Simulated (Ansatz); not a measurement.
**LiF: stable or not**

It was reached by relaxing an invented guess, and it needn't be the stable form of this composition.

Method: DFT PBE, scalar-relativistic, plane waves, PAW (Ansatz). Settings of the last relaxation (8-atom cell): 420 eV, 4×4×8 k points, Gaussian smearing of 0.02 eV, no spin polarisation.

```cif
data_structure
_symmetry_space_group_name_H-M 'P 1'
_symmetry_Int_Tables_number 1
_cell_length_a 5.5844
_cell_length_b 5.5844
_cell_length_c 2.9346
_cell_angle_alpha 90.000
_cell_angle_beta 90.000
_cell_angle_gamma 90.000
_cell_volume 91.52
loop_
_atom_site_label
_atom_site_type_symbol
_atom_site_fract_x
_atom_site_fract_y
_atom_site_fract_z
_atom_site_occupancy
Li1 Li 0.10153 0.33392 0.24576 1
Li2 Li 0.89847 0.66608 0.74576 1
Li3 Li 0.66608 0.10153 0.99576 1
Li4 Li 0.33392 0.89847 0.49576 1
F1 F 0.32678 0.12320 0.00424 1
F2 F 0.67322 0.87680 0.50424 1
F3 F 0.87680 0.32678 0.75424 1
F4 F 0.12320 0.67322 0.25424 1
```

The zero of energy is the elements' standard structures at the same level (F₂ as a molecule); no fitted shifts are applied.

**Question.** These tests were run: energy against the elements; phonons on a 1×1×4 q mesh. What do they show?

**Answer.**

```tsv
test	result
energy against the elements	−2.876 eV/atom
phonons on a 1×1×4 q mesh	no imaginary mode on the mesh
```

It fails none of these tests. Other phases of the system weren't compared here, so this isn't yet thermodynamic stability.

The run for the phonons used a 4×4×8 k mesh.
